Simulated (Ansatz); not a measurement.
KCl (Fm-3m) from a database of computed structures, relaxed with r2SCAN. It is cubic, Fm-3m (No. 225); a = 6.290 Å in the conventional setting, 31.10 Å³ an atom. K is surrounded by 6 Cl at 3.14 Å; Cl is surrounded by 6 K at 3.14 Å.

```cif
data_structure
_symmetry_space_group_name_H-M 'Fm-3m'
_symmetry_Int_Tables_number 225
_cell_length_a 6.2898
_cell_length_b 6.2898
_cell_length_c 6.2898
_cell_angle_alpha 90.000
_cell_angle_beta 90.000
_cell_angle_gamma 90.000
_cell_volume 248.83
loop_
_atom_site_label
_atom_site_type_symbol
_atom_site_symmetry_multiplicity
_atom_site_Wyckoff_symbol
_atom_site_fract_x
_atom_site_fract_y
_atom_site_fract_z
_atom_site_occupancy
K1 K 4 a 0.00000 0.00000 0.00000 1
Cl1 Cl 4 b 0.50000 0.00000 0.00000 1
```

4 runs of Ansatz 0.2.0 on this cell differ in the functional (and in the settings that go with it). Levels are in eV from each run's valence top; v1 is the last filled band, c1 the first empty one.

Run A, mean stress +0.4 GPa (compression positive):
```tsv
point	v5	v3	v1	c1	c2	c3
Γ	-11.36	0.00	0.00	7.24	10.68	10.68
X	-11.41	-0.72	-0.25	8.65	10.59	12.26
U	-11.40	-0.61	-0.31	9.42	11.29	11.58
L	-11.36	-1.12	-0.35	9.65	10.88	13.10
```

Run B, mean stress +0.8 GPa (compression positive):
```tsv
point	v5	v3	v1	c1	c2	c3
Γ	-10.65	0.00	0.00	5.19	8.36	8.36
X	-10.71	-0.66	-0.22	6.53	8.35	10.08
U	-10.69	-0.56	-0.29	7.27	9.07	9.31
L	-10.66	-1.06	-0.33	7.59	8.61	10.50
```

Run C, mean stress 0.0 GPa (compression positive):
```tsv
point	v5	v3	v1	c1	c2	c3
Γ	-11.13	0.00	0.00	6.52	9.83	9.83
X	-11.19	-0.69	-0.24	7.77	9.95	11.45
U	-11.17	-0.59	-0.30	8.55	10.44	10.95
L	-11.14	-1.08	-0.33	8.84	10.04	12.22
```

Run D, mean stress -1.9 GPa (compression positive):
```tsv
point	v5	v3	v1	c1	c2	c3
Γ	-10.53	0.00	0.00	4.75	8.08	8.08
X	-10.60	-0.70	-0.24	6.17	7.97	9.65
U	-10.58	-0.60	-0.31	6.92	8.71	8.94
L	-10.54	-1.13	-0.35	7.18	8.26	10.27
```

**Question.** Match the runs to LDA, PBE, r2SCANh, PBE0.

**Answer.** A is PBE0, B is PBE, C is r2SCANh, D is LDA. In order of the gap: LDA 4.75, PBE 5.19, r2SCANh 6.52, PBE0 7.24 eV.

No spin polarisation and no zero-point or thermal motion.

The program warns that its thresholds are loose for a hybrid's stress.

The meshes of the hybrids are coarse, so their gaps aren't converged to the digits shown.
